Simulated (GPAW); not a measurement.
**GaP: optical spectrum from first principles**

Aim: the dielectric function of GaP, and the optical constants that follow from it.

Main program and level: GPAW 26.7.0; DFT, PBE, plane-wave PAW (GPAW data sets), scalar-relativistic, RPA, optical limit.

**1. The starting structure**

Symmetry: F-43m, No. 216, cubic system. The conventional cell has a = 5.451 Å, b = 5.451 Å, c = 5.451 Å, α = 90.00°, β = 90.00°, γ = 90.00°. Ga has 4 P at 2.36 Å nearest. P has 4 Ga at 2.36 Å nearest. Farther neighbours are not listed.

As a file:

```xyz
2
Lattice="0.0000 2.7252 2.7252 2.7252 0.0000 2.7252 2.7252 2.7252 0.0000" Properties=species:S:1:pos:R:3 pbc="T T T"
Ga    0.0000    0.0000    0.0000
P     4.0879    4.0879    4.0879
```

**2. Dielectric function, RPA**

Transitions between filled and empty bands, summed over the zone, give the optical response, so mesh, band count and broadening shape it.

The induced potential is part of this response.

The input, df.py:

```python
from gpaw.response.df import DielectricFunction

df = DielectricFunction('full.gpw', frequencies={'type': 'nonlinear', 'domega0': 0.03, 'omega2': 8},
                        ecut=50,
                        eta=0.12,
                        nbands=28,
                        txt='df.txt')
for direction in ['x', 'z']:
    df.get_dielectric_function(xc='RPA', direction=direction, filename=f'df_{direction}.csv')
```

Command:

```
> OMP_NUM_THREADS=1 python df.py
```

Numbers of over 12 decimals in the logs are rounded to 6 here.

What it wrote:

```text
Using integrator: PointIntegrator
NonLinearFrequencyDescriptor(from 0.000 to 46.548 eV, 456 points)
Nonperiodic BCs:  [False False False]
Using integrator: PointIntegrator
NonLinearFrequencyDescriptor(from 0.000 to 46.548 eV, 456 points)
Nonperiodic BCs:  [False False False]

Calculating chi0 body with:
    Ground state adapter containing:
    Number of spins: 1
    Number of kpoints: 1331
    Number of irreducible kpoints: 56
    Number of completely occupied states: 4
    Number of partially occupied states: 4

    Linear response parametrization:
    q_c: [0.0, 0.0, 0.0]
    Number of frequency points: 456
    Planewave cutoff: 50.0
    Number of bands: 28
    Number of planewaves: 27
    Broadening (eta): 0.12

Integrating chi0 body.

Symmetries of q_c:
    Direct symmetries (Uq -> q): 24
    Indirect symmetries (TUq -> q): 24
In total 48 allowed symmetries.

56 groups of equivalent kpoints. 95.792637% reduction.

Integral kind: spectral function

Calculating chi0 optical extensions with:
    Ground state adapter containing:
    Number of spins: 1
    Number of kpoints: 1331
    Number of irreducible kpoints: 56
    Number of completely occupied states: 4
    Number of partially occupied states: 4

    Linear response parametrization:
    Number of frequency points: 456
    Planewave cutoff: 50.0
    Number of bands: 28
    Number of planewaves: 27
    Broadening (eta): 0.12
Integrating chi0 head and wings.

Symmetries of q_c:
    Direct symmetries (Uq -> q): 24
    Indirect symmetries (TUq -> q): 24
In total 48 allowed symmetries.

56 groups of equivalent kpoints. 95.792637% reduction.

Integral kind: spectral function wings
```

Wall time 5.2 s (1 thread of Arm Neoverse V1, shared host); peak memory 0.21 GiB.

Numbers from this step:

```
electronic dielectric constant ε∞, mean over x, y and z (by symmetry where fewer were run) : 9.728
main peak of Im epsilon, first axis                                                        : 4.473 eV
```

The Im ε, E ∥ x or z has structure finer than the step of the table below, so its rows give means over 0.25 eV, whole bins alone (the curve runs from 0 to 14.0 eV). Peaks (eV: height): 2.859: 12.2, 4.470: 29.3, 5.318: 18.2.

Values under the direct gap are tails of Lorentzian lines. Im ε, E ∥ x or z against photon energy; means over each step:

```csv
photon energy (eV),"Im ε, E ∥ x or z"
0.25,0.0330
0.50,0.0683
0.75,0.109
1.00,0.161
1.25,0.235
1.50,0.372
1.75,0.868
2.00,1.22
2.25,1.41
2.50,3.92
2.75,8.29
3.00,8.99
3.25,8.83
3.50,9.93
3.75,12.5
4.00,12.6
4.25,19.5
4.50,25.7
4.75,11.7
5.00,10.9
5.25,16.2
5.50,14.0
5.75,10.2
6.00,8.08
6.25,5.45
6.50,5.39
6.75,5.35
7.00,4.80
7.25,4.87
7.50,3.72
7.75,3.14
8.00,2.62
8.25,2.81
8.50,2.40
8.75,2.18
9.00,1.77
9.25,1.92
9.50,2.15
9.75,1.93
10.00,1.58
10.25,1.38
10.50,1.43
10.75,1.51
11.00,1.22
11.25,0.868
11.50,0.913
11.75,0.936
12.00,0.883
12.25,0.797
12.50,0.623
12.75,0.648
13.00,0.644
13.25,0.562
13.50,0.534
13.75,0.512
```

Table of Re ε, E ∥ x or z by photon energy:

```csv
photon energy (eV),"Re ε, E ∥ x or z"
0.0,9.73
0.5,9.87
1.0,10.3
1.5,11.3
2.0,12.3
2.5,16.4
3.0,10.6
3.5,12.7
4.0,11.5
4.5,-0.845
5.0,1.83
5.5,-5.93
6.0,-7.22
6.5,-3.58
7.0,-3.48
7.5,-3.71
8.0,-2.72
8.5,-2.52
9.0,-1.99
9.5,-1.60
10.0,-1.78
10.5,-1.31
11.0,-1.64
11.5,-0.989
12.0,-0.951
12.5,-0.858
13.0,-0.681
13.5,-0.521
```

Values under the direct gap are tails of Lorentzian lines. Loss function −Im 1/ε at q → 0, E ∥ x or z against energy loss; read off at these points:

energy loss (eV), loss function −Im 1/ε at q → 0, E ∥ x or z and a bar:
```
     0.00       0.00 
     0.50       0.00 
     1.00       0.00 
     1.50       0.00 
     2.00       0.01 
     2.50       0.01 
     3.00       0.05 #
     3.50       0.04 #
     4.00       0.04 #
     4.50       0.03 #
     5.00       0.09 ###
     5.50       0.06 ##
     6.00       0.07 ##
     6.50       0.13 ####
     7.00       0.14 ####
     7.50       0.13 ####
     8.00       0.18 ######
     8.50       0.20 ######
     9.00       0.25 ########
     9.50       0.30 #########
    10.00       0.28 #########
    10.50       0.38 ############
    10.74       0.39 ############
    11.00       0.29 #########
    11.50       0.50 ################
    12.00       0.52 ################
    12.50       0.54 #################
    13.00       0.73 #######################
    13.50       0.96 ##############################
```

The Im ε, E ∥ x or z has structure finer than the step of the table below, so its rows give means over 0.5 eV, whole bins alone (the curve runs from 0 to 14.0 eV). Peaks (eV: height): without local fields 2.86: 12.7, 4.42: 33.6, 5.27: 21.2; with local fields 2.86: 12.2, 4.47: 29.3, 5.32: 18.2.

Values under the direct gap are tails of Lorentzian lines. Im ε, E ∥ x or z against photon energy; means over each step:

```csv
photon energy (eV),without local fields,with local fields
0.5,0.0757,0.0690
1.0,0.178,0.164
1.5,0.432,0.409
2.0,1.21,1.18
2.5,4.10,3.90
3.0,9.58,9.14
3.5,11.4,10.3
4.0,16.8,13.7
4.5,25.2,21.9
5.0,14.5,11.6
5.5,15.2,13.9
6.0,8.48,7.99
6.5,6.19,5.36
7.0,5.22,4.96
7.5,3.80,3.91
8.0,2.90,2.73
8.5,2.57,2.46
9.0,1.95,1.88
9.5,2.03,2.08
10.0,1.39,1.60
10.5,1.31,1.42
11.0,0.913,1.22
11.5,0.794,0.905
12.0,0.708,0.875
12.5,0.538,0.658
13.0,0.511,0.636
13.5,0.428,0.536
```

The reflectivity at normal incidence, E ∥ x or z has structure finer than the step of the table below, so its rows give means over 0.25 eV, whole bins alone (the curve runs from 0 to 14.0 eV). Peaks (eV: height): 4.607: 63.3, 6.021: 63.7, 7.438: 58.0, 8.895: 54.4, 10.096: 51.5, 11.103: 57.0, 12.504: 54.4.

The reflectivity at normal incidence, E ∥ x or z by photon energy; means over each step:

photon energy (eV), reflectivity at normal incidence, E ∥ x or z (%) and a bar from the least value:
```
     0.25       26.5 
     0.50       26.7 
     0.75       27.1 
     1.00       27.6 #
     1.25       28.3 ##
     1.50       29.4 ##
     1.75       30.8 ####
     2.00       31.3 ####
     2.25       33.8 ######
     2.50       37.1 #########
     2.75       40.3 ############
     3.00       36.7 #########
     3.25       37.7 #########
     3.50       38.6 ##########
     3.75       41.2 ############
     4.00       41.2 ############
     4.25       48.3 ##################
     4.50       59.2 ############################
     4.75       53.5 #######################
     5.00       41.1 ############
     5.25       49.2 ###################
     5.50       57.9 ###########################
     5.75       56.5 #########################
     6.00       61.9 ##############################
     6.25       57.5 ##########################
     6.50       51.4 #####################
     6.75       50.4 ####################
     7.00       51.2 #####################
     7.25       51.4 #####################
     7.50       56.4 #########################
     7.75       56.6 #########################
     8.00       53.4 #######################
     8.25       49.7 ####################
     8.50       52.8 ######################
     8.75       51.9 ######################
     9.00       51.7 #####################
     9.25       43.4 ##############
     9.50       43.1 ##############
     9.75       47.9 ##################
    10.00       51.0 #####################
    10.25       48.8 ###################
    10.50       44.9 ################
    10.75       43.9 ###############
    11.00       54.0 #######################
    11.25       55.2 ########################
    11.50       47.6 ##################
    11.75       46.5 #################
    12.00       46.8 #################
    12.25       48.7 ###################
    12.50       52.3 ######################
    12.75       44.8 ################
    13.00       45.6 ################
    13.25       46.3 #################
    13.50       44.4 ###############
    13.75       43.7 ###############
```

At chosen wavelengths:

```csv
wavelength (nm),n,k,R (%),1/α
1064,3.25,0.031,28.0,2.7 µm
800,3.39,0.060,29.6,1.1 µm
633,3.50,0.191,30.9,264 nm
532,3.88,0.224,34.9,189 nm
365,3.75,1.287,38.0,23 nm
308,3.80,1.592,40.6,15 nm
248,2.55,2.157,40.9,9.1 nm
```

Below the direct gap, k and the depth come from the tails of the Lorentzian lines, not from transitions.

Rows near the edge hang on the gap, which this functional as a rule makes too small, and phonon-assisted absorption is left out.

**3. Outcome**

```yaml
electronic_dielectric_constant_eps_infinity_mean_over_x_y_and_z_by_symmetry_where_fewer_were_run_rpa: 9.73
main_peak_of_im_epsilon_first_axis: 4.47 eV
```

**Reading.** At this level (PBE, RPA) GaP has ε∞ = 9.73 and n = 3.18 at 1550 nm, and Im ε peaks at 4.5 eV. Local fields change the static value along x from 10.66 to 9.73 (-9 %). Distinct maxima of Im ε, read by a parabola through the highest points, lie at 2.87 eV (12), 4.47 eV (29) and 5.31 eV (18). Excitons and phonon-assisted transitions are missing; PBE gaps are as a rule too small, which pulls the onset down and ε∞ up. The sum runs over mesh points, so small or evenly spaced maxima can still be ripples of the mesh.

[Machine, clock and banner lines and Python warnings are left out of the logs.]

[Logs are printed without paths, hosts, clocks, repeated set-up lines and the standing remarks that a program may print on its own settings, such as how far it seeks lower states.]

[Hosts, paths, dates, database ids (printed as entryN), source tags and the programs' standing remarks are cut or masked in the printed files.]
